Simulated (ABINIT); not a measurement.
A run of ABINIT 10.8.3 (patched build) is set up as follows.

The input run.abi:

```
# Datasets: ground state, then fixed potential
ndtset 2

# Pseudopotentials
pp_dirpath "./"
pseudos "Hg.GGA_PBE-JTH.xml, Se.GGA_PBE-JTH.xml"

# Structure
acell 4.2977950161 4.2977950161 4.2977950161 Angstrom
rprim
     0.0000000000     0.7071067812     0.7071067812
     0.7071067812     0.0000000000     0.7071067812
     0.7071067812     0.7071067812     0.0000000000
ntypat 2
znucl 80 34
natom 2
typat 1 2
xcart
     0.0000000000     0.0000000000     0.0000000000
     8.6143165391     8.6143165391     8.6143165391

# Plane-wave basis
ecut 20.0
pawecutdg 40.0

# Exchange and correlation
ixc 27

# Bands and occupations
occopt 3
tsmear 0.05 eV

# SCF cycle
nstep 100

# Output
iomode 3
prtwf 0
prteig 0
prtebands 0
enunit 1
prtden1 1
prtvha1 1
prtvclmb1 1
prtpot1 1

# Dataset 1
kptopt1 1
ngkpt1 8 8 8
nshiftk1 1
shiftk1 0.0 0.0 0.0
nband1 13
tolvrs1 1.0e-9

# Dataset 2: bands along G-X-W-K-G-L-U-W-L-K
iscf2 -2
getden2 1
nband2 17
nbdbuf2 2
tolwfr2 1.0e-12
kptopt2 -9
ndivsm2 5
prteig2 1
prtvol2 -3
kptbounds2
     0.0000000000     0.0000000000     0.0000000000
     0.5000000000     0.0000000000     0.5000000000
     0.5000000000     0.2500000000     0.7500000000
     0.3750000000     0.3750000000     0.7500000000
     0.0000000000     0.0000000000     0.0000000000
     0.5000000000     0.5000000000     0.5000000000
     0.6250000000     0.2500000000     0.6250000000
     0.5000000000     0.2500000000     0.7500000000
     0.5000000000     0.5000000000     0.5000000000
     0.3750000000     0.3750000000     0.7500000000
```

Potentials or basis: JTH PAW PBE v2.0.

The run is started by

```console
$ abinit run.abi > log 2>&1
```

Estimate the pressure.

6.7 GPa.

Estimate the band gap on the k mesh.

none (metal or under the smearing width).

Levels at the corners of the path, in eV from the Fermi level:
```csv
point,band 5,band 6,band 7,band 8,band 9,band 10,band 11,band 12,band 13,band 14
Γ,-6.73,-6.73,-0.71,-0.06,-0.06,-0.06,5.77,5.77,5.77,9.31
X,-6.63,-6.33,-5.07,-2.21,-2.21,2.94,3.50,9.05,10.10,10.10
W,-6.77,-6.12,-5.22,-2.58,-2.34,3.66,5.58,6.47,8.09,10.45
K,-6.68,-6.19,-5.18,-2.75,-1.82,3.11,4.86,8.52,8.56,8.79
Γ,-6.73,-6.73,-0.71,-0.06,-0.06,-0.06,5.77,5.77,5.77,9.31
L,-6.69,-6.39,-5.33,-0.97,-0.97,1.34,6.56,6.56,7.49,10.03
U,-6.68,-6.19,-5.18,-2.75,-1.82,3.11,4.86,8.52,8.56,8.79
W,-6.77,-6.12,-5.22,-2.58,-2.34,3.66,5.58,6.47,8.09,10.45
L,-6.69,-6.39,-5.33,-0.97,-0.97,1.34,6.56,6.56,7.49,10.03
K,-6.68,-6.19,-5.18,-2.75,-1.82,3.11,4.86,8.52,8.56,8.79
```

Caveat: the PAW data sets were made with another functional, which shifts forces and pressure a little; spin-orbit coupling is left out, which moves the levels of the heavy elements.
